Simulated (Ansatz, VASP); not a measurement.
## Sr in VASP and in Ansatz

INCAR

```
PREC = Accurate ; ENCUT = 520
EDIFF = 1E-7 ; ISMEAR = 0
SIGMA = 0.15 ; LREAL = False
LASPH = True ; NELM = 100
ALGO = Fast ; ISIF = 2
LWAVE = False ; LCHARG = False
GGA = PE ; NBANDS = 11
```

File KPOINTS:

```
Automatic mesh
0
Gamma
  14 14 14
```

Contents of POSCAR:

```
Sr
1.0
    0.0000000000      3.1184087500      3.1184087500
    3.1184087500      0.0000000000      3.1184087500
    3.1184087500      3.1184087500      0.0000000000
Sr
1
Direct
    0.0000000000      0.0000000000      0.0000000000
```

Input for Ansatz:

```yaml
crystal:
  lattice:
    - [0.0, 3.11840875, 3.11840875]
    - [3.11840875, 0.0, 3.11840875]
    - [3.11840875, 3.11840875, 0.0]
  atoms:
    - { symbol: Sr, position: [0.0, 0.0, 0.0] }
basis:
  ecutwfc: 420
kpoints:
  mp_grid: { grid: [14, 14, 14] }
hamiltonian:
  xc: pbe
scf:
  occupations: { method: gaussian, width: 0.15 }
output:
  forces: true
  stress: true
  eigenvalues: true
```

Change from the starting cell: strain +0.025 along x and y, +0.025 along z, atoms carried along.

Alike in both runs: task single point; functional PBE; k mesh 14 × 14 × 14; occupations gaussian, width 0.15 eV; no spin polarisation.

|  | VASP | Ansatz |
| --- | --- | --- |
| version | VASP 6.6.1 | Ansatz 0.2.0 |
| potentials or method | VASP PAW PBE potentials, release 64 (Sr_sv) | scalar-relativistic, plane waves, PAW |
| plane-wave cutoff (eV) | 520 | 420 |
| valence electrons in the cell | 10 | 10 |

|  | VASP | Ansatz | Ansatz less VASP |
| --- | --- | --- | --- |
| gap on the k mesh at the Fermi level (eV) | none | none | - |
| pressure (GPa) | -1.0 | -1.0 | 0.00 |

A gap of «none» marks a metal or a gap that the smearing closes.
